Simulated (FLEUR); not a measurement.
# WC (Fm-3m) in FLEUR: a series of runs, part 2 of 2

FLEUR MaX-R8.1 (later development tree).

## 3. Equation of state, SCAN, 9.91 Å³/atom (volume scaled by 0.94)

Changes to inp.xml since step 2:

```diff
@@ -6,3 +6,3 @@
    <calculationSetup>
-      <cutoffs Kmax="4.9" Gmax="15.2" GmaxXC="15.2" numbands="0"/>
+      <cutoffs Kmax="5.07" Gmax="15.7" GmaxXC="15.7" numbands="0"/>
       <scfLoop itmax="80" minDistance="0.0001" maxIterBroyd="30" imix="Anderson" alpha="0.05" precondParam="0.0" spinf="2.0" sdNocoIR="T"/>
@@ -27,3 +27,3 @@
       <xi:include xmlns:xi="http://www.w3.org/2001/XInclude" href="sym.xml"> </xi:include>
-      <bulkLattice scale="1.0">
+      <bulkLattice scale="0.9795861087">
          <bravaisMatrix>
@@ -37,3 +37,3 @@
       <species name="Tungsten (W)" element="W" atomicNumber="74">
-         <mtSphere radius="2.37" gridPoints="783" logIncrement="0.017"/>
+         <mtSphere radius="2.3" gridPoints="783" logIncrement="0.017"/>
          <atomicCutoffs lmax="9" lnonsphr="9"/>
@@ -52,3 +52,3 @@
       <species name="Carbon (C)" element="C" atomicNumber="6">
-         <mtSphere radius="1.47" gridPoints="487" logIncrement="0.021"/>
+         <mtSphere radius="1.42" gridPoints="487" logIncrement="0.021"/>
          <atomicCutoffs lmax="8" lnonsphr="8"/>
```

Potentials or basis: all-electron, FLAPW.

Command:

```sh
> inpgen -f crystal.txt -profile fastHighL
> # inp.xml edited to the form shown
> fleur_MPI
```

The log of the run:

```text
Welcome to FLEUR        (www.flapw.de)
      MaX-Release 8.1          (www.max-centre.eu)
 func_ids         267         263         267         263
 MetaGGA potential functional detected - V_tau will be computed
 Auxiliary Potential for radial basis: exchange=         117  correlation=         130
The functional 'SCAN exchange of Sun, Ruzsinszky, and Perdew' is an exchange functional, it belongs to the 'MGGA' family and is defined in the reference(s):
[1] J. Sun, A. Ruzsinszky, and J. P. Perdew.,  Phys. Rev. Lett. 115, 036402 (2015)
The functional 'SCAN correlation of Sun, Ruzsinszky, and Perdew' is a correlation functional, it belongs to the 'MGGA' family and is defined in the reference(s):
[1] J. Sun, A. Ruzsinszky, and J. P. Perdew.,  Phys. Rev. Lett. 115, 036402 (2015)
 Using same functional for VXC and EXC

 ========== k-point set info ==========
 Selected k-point list: default-1
 k-point list type: mesh
[... 33 lines left out ...]
[1] J. P. Perdew, K. Burke, and M. Ernzerhof.,  Phys. Rev. Lett. 77, 3865 (1996)
[2] J. P. Perdew, K. Burke, and M. Ernzerhof.,  Phys. Rev. Lett. 78, 1396 (1997)
 Using same functional for VXC and EXC
 Iteration:     3   Distance:      49.74346354 me/bohr^3
The functional 'Hammer, Hansen, and Norskov' is an exchange functional, it belongs to the 'GGA' family and is defined in the reference(s):
[1] B. Hammer, L. B. Hansen, and J. K. Nørskov.,  Phys. Rev. B 59, 7413 (1999)
[... 82 lines left out ...]
The functional 'Hammer, Hansen, and Norskov' is an exchange functional, it belongs to the 'GGA' family and is defined in the reference(s):
[1] B. Hammer, L. B. Hansen, and J. K. Nørskov.,  Phys. Rev. B 59, 7413 (1999)
The functional 'Perdew, Burke & Ernzerhof' is a correlation functional, it belongs to the 'GGA' family and is defined in the reference(s):
[1] J. P. Perdew, K. Burke, and M. Ernzerhof.,  Phys. Rev. Lett. 77, 3865 (1996)
[2] J. P. Perdew, K. Burke, and M. Ernzerhof.,  Phys. Rev. Lett. 78, 1396 (1997)
 Using same functional for VXC and EXC
 Iteration:    16   Distance:       0.00031955 me/bohr^3
The functional 'Hammer, Hansen, and Norskov' is an exchange functional, it belongs to the 'GGA' family and is defined in the reference(s):
[1] B. Hammer, L. B. Hansen, and J. K. Nørskov.,  Phys. Rev. B 59, 7413 (1999)
The functional 'Perdew, Burke & Ernzerhof' is a correlation functional, it belongs to the 'GGA' family and is defined in the reference(s):
[1] J. P. Perdew, K. Burke, and M. Ernzerhof.,  Phys. Rev. Lett. 77, 3865 (1996)
[2] J. P. Perdew, K. Burke, and M. Ernzerhof.,  Phys. Rev. Lett. 78, 1396 (1997)
 Using same functional for VXC and EXC
 Iteration:    17   Distance:       0.00003725 me/bohr^3

 ********************************************************************
 Run finished successfully
 Stop message:
   all done
 ********************************************************************
```

Run time: 51 s. Hardware: 1 thread of Arm Neoverse V1, shared host; peak memory 0.08 GiB.

Results:

```yaml
Free_energy: -440925.4148 eV
Band_gap_on_the_k_mesh: none (metal or under the smearing width)
Valence_electrons_inside_the_program's_atomic_spheres: W 25.45; C 2.25 (radii W 2.3, C 1.42 bohr)
```

Caveat: the meta-GGA is that of a development version, with a GGA for the radial functions and cores and without core tails.

## 4. Equation of state, SCAN, 10.12 Å³/atom (volume scaled by 0.96)

Changes to inp.xml since step 3:

```diff
@@ -27,3 +27,3 @@
       <xi:include xmlns:xi="http://www.w3.org/2001/XInclude" href="sym.xml"> </xi:include>
-      <bulkLattice scale="0.9795861087">
+      <bulkLattice scale="0.9864848297">
          <bravaisMatrix>
```

Command:

```sh
> inpgen -f crystal.txt -profile fastHighL
> # inp.xml edited to the form shown
> fleur_MPI
```

Wall time 53 s (1 thread of Arm Neoverse V1, shared host); peak memory 0.09 GiB.

Results (log left out):

```
Free energy                                           : -440925.4403 eV
Band gap on the k mesh                                : none (metal or under the smearing width)
Valence electrons inside the program's atomic spheres : W 25.41; C 2.23 (radii W 2.3, C 1.42 bohr)
```

Caveat: the meta-GGA is that of a development version, with a GGA for the radial functions and cores and without core tails.

## 5. Equation of state, SCAN, 10.54 Å³/atom

Changes to inp.xml since step 4:

```diff
@@ -27,3 +27,3 @@
       <xi:include xmlns:xi="http://www.w3.org/2001/XInclude" href="sym.xml"> </xi:include>
-      <bulkLattice scale="0.9864848297">
+      <bulkLattice scale="1.0000000000">
          <bravaisMatrix>
```

Command:

```sh
> inpgen -f crystal.txt -profile fastHighL
> # inp.xml edited to the form shown
> fleur_MPI
```

It took 53 s on 1 thread of Arm Neoverse V1, shared host; peak memory 0.09 GiB.

Results (log left out):

```yaml
Free_energy: -440925.4261 eV
Band_gap_on_the_k_mesh: none (metal or under the smearing width)
Valence_electrons_inside_the_program's_atomic_spheres: W 25.33; C 2.20 (radii W 2.3, C 1.42 bohr)
```

Caveat: the meta-GGA is that of a development version, with a GGA for the radial functions and cores and without core tails.

## 6. Equation of state, SCAN, 10.96 Å³/atom (volume scaled by 1.04)

Changes to inp.xml since step 5:

```diff
@@ -27,3 +27,3 @@
       <xi:include xmlns:xi="http://www.w3.org/2001/XInclude" href="sym.xml"> </xi:include>
-      <bulkLattice scale="1.0000000000">
+      <bulkLattice scale="1.0131594038">
          <bravaisMatrix>
```

Potentials or basis: all-electron, FLAPW.

Command:

```sh
> inpgen -f crystal.txt -profile fastHighL
> # inp.xml edited to the form shown
> fleur_MPI
```

Wall time 56 s (1 thread of Arm Neoverse V1, shared host); peak memory 0.09 GiB.

It converged, with:

* Free energy: -440925.3383 eV
* Band gap on the k mesh: none (metal or under the smearing width)
* Valence electrons inside the program's atomic spheres: W 25.26; C 2.16 (radii W 2.3, C 1.42 bohr)

Caveat: the meta-GGA is that of a development version, with a GGA for the radial functions and cores and without core tails.

## 7. Equation of state, SCAN, 11.17 Å³/atom (volume scaled by 1.06)

Changes to inp.xml since step 6:

```diff
@@ -27,3 +27,3 @@
       <xi:include xmlns:xi="http://www.w3.org/2001/XInclude" href="sym.xml"> </xi:include>
-      <bulkLattice scale="1.0131594038">
+      <bulkLattice scale="1.0196128224">
          <bravaisMatrix>
```

Command:

```sh
> inpgen -f crystal.txt -profile fastHighL
> # inp.xml edited to the form shown
> fleur_MPI
```

Wall time 58 s (1 thread of Arm Neoverse V1, shared host); peak memory 0.09 GiB.

The run converged. Its results:

```
Free energy                                           : -440925.2717 eV
Band gap on the k mesh                                : none (metal or under the smearing width)
Valence electrons inside the program's atomic spheres : W 25.23; C 2.15 (radii W 2.3, C 1.42 bohr)
```

Caveat: the meta-GGA is that of a development version, with a GGA for the radial functions and cores and without core tails.

## 8. Equation of state, SCAN

This step only gathers the single runs of the series.

What came out:

| Quantity | Value |
| --- | --- |
| Equilibrium volume | 10.25 Å³/atom |
| Bulk modulus | 390 GPa |

Energy against volume, from the lowest point:
| volume (Å³/atom) | energy (meV/atom) |
| --- | --- |
| 9.910 | 12.76 |
| 10.120 | 0.00 |
| 10.542 | 7.11 |
| 10.964 | 50.98 |
| 11.175 | 84.27 |

Caveat: the meta-GGA is that of a development version, with a GGA for the radial functions and cores and without core tails. Spin-orbit coupling is left out, which matters for the levels of W.
